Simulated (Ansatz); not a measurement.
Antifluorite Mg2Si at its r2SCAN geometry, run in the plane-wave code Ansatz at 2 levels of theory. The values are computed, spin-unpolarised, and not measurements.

The HSE06 input:
```yaml
crystal:
  lattice:
    - [0.0, 3.168963187, 3.168963187]
    - [3.168963187, 0.0, 3.168963187]
    - [3.168963187, 3.168963187, 0.0]
  atoms:
    - { symbol: Si, position: [0.0, 0.0, 0.0] }
    - { symbol: Mg, position: [0.25, 0.25, 0.25] }
    - { symbol: Mg, position: [0.75, 0.75, 0.75] }
kpoints:
  mp_grid: { grid: [6, 6, 6] }
  band_path:
    path:
      - [0.0, 0.0, 0.0]
      - [0.5, 0.0, 0.5]
      - [0.625, 0.25, 0.625]
      - [0.375, 0.375, 0.75]
      - [0.5, 0.5, 0.5]
      - [0.5, 0.25, 0.75]
      - [0.0, 0.5, 0.5]
    npoints: 1
hamiltonian:
  xc: hse06
scf:
  occupations: { method: fixed }
  n_extra_bands: 4
output:
  forces: true
  stress: true
  eigenvalues: true
```

Main results, then, where recorded, the levels near the gap in eV from the Fermi energy (columns number the bands from 0), one row a point of the path (Γ, X, U, K, L, W, X):
```
Crystal: 3 atoms, lattice volume = 63.648 Å³
Symmetry: 48 space group operations
Space group: Fm-3m (ITA 225)
```
```
Basis set: ecut = 420 eV, 1243 PW (Γ)
k-points: 16 of 216
Exchange kernel: α = 0.2500, screened, ω = 0.2079 Å⁻¹, Wigner–Seitz truncation, v(0) = 1046.8851 eV·Å³, q-mesh 6×6×6
hybrid outer 1: dexx = +3.618e-3 eV, tail = 3.97e-5 eV
hybrid outer 2: dexx = +1.532e-7 eV, tail = 3.12e-8 eV, Δε = 1.60e-3 eV
hybrid SCF converged: 2 outer / 9 inner (+4 warm-up)
Free energy (F): -4484.991885 eV
Fermi energy:    5.690144 eV
--- Stress (GPa, compression-positive) ---
       -0.024310       0.000000       0.000000
        0.000000      -0.024310       0.000000
        0.000000       0.000000      -0.024310
  P = ⅓ Tr σ = -0.0243 GPa (-0.243 kbar)
```
```tsv
band_8	band_9	band_10	band_11	band_12	band_13	band_14
-10.264	0.000	0.000	0.000	2.538	3.151	3.151
-8.006	-4.936	-2.173	-2.173	0.562	0.886	8.924
-8.031	-4.451	-3.805	-1.807	1.138	3.604	6.654
-8.031	-4.451	-3.805	-1.807	1.138	3.604	6.654
-8.641	-5.316	-0.780	-0.780	1.853	3.115	3.115
-7.951	-3.982	-3.982	-2.923	3.184	4.279	4.279
-8.006	-4.936	-2.173	-2.173	0.562	0.886	8.924
```

HSE06 gives an indirect gap of 0.56 eV, from Γ to X; the least direct gap is 2.54 eV at Γ.

Q: Another run on the same cell gave
```
Basis set: ecut = 420 eV, 1243 PW (Γ)
k-points: 16 of 216
hybrid outer 1: dexx = +6.717e-3 eV, tail = 5.23e-5 eV
hybrid outer 2: dexx = +5.062e-7 eV, tail = 2.63e-8 eV, Δε = 2.66e-3 eV
hybrid SCF converged: 2 outer / 11 inner (+4 warm-up)
Free energy (F): -4485.463264 eV
Fermi energy:    5.373280 eV
--- Stress (GPa, compression-positive) ---
       -0.145721       0.000000       0.000000
        0.000000      -0.145721       0.000000
        0.000000       0.000000      -0.145721
  P = ⅓ Tr σ = -0.1457 GPa (-1.457 kbar)
```
```tsv
band_8	band_9	band_10	band_11	band_12	band_13	band_14
-10.388	0.000	0.000	0.000	3.156	3.788	3.788
-8.119	-5.050	-2.219	-2.219	1.168	1.511	9.627
-8.142	-4.562	-3.907	-1.848	1.757	4.281	7.348
-8.142	-4.562	-3.907	-1.848	1.757	4.281	7.348
-8.757	-5.443	-0.796	-0.796	2.479	3.761	3.761
-8.060	-4.083	-4.083	-3.012	3.847	4.968	4.968
-8.119	-5.050	-2.219	-2.219	1.168	1.511	9.627
```
Which level of theory gave it?

A: It is PBE0, judged by the exchange loop and the size of the gap (a near hybrid could fit too), on 6×6×6; the blocks that differ from the first input, but for the band path:
```yaml
hamiltonian:
  xc: pbe0
```
The PBE0 gap is indirect, 1.17 eV (Γ to X), below the direct gap of 3.16 eV at Γ. The mean stress, -0.1 GPa, is small, and the program warns that its thresholds are loose for a hybrid's stress.

Totals of different functionals can't be compared.

The meshes of the hybrids are coarse, so their gaps aren't converged to the digits shown.
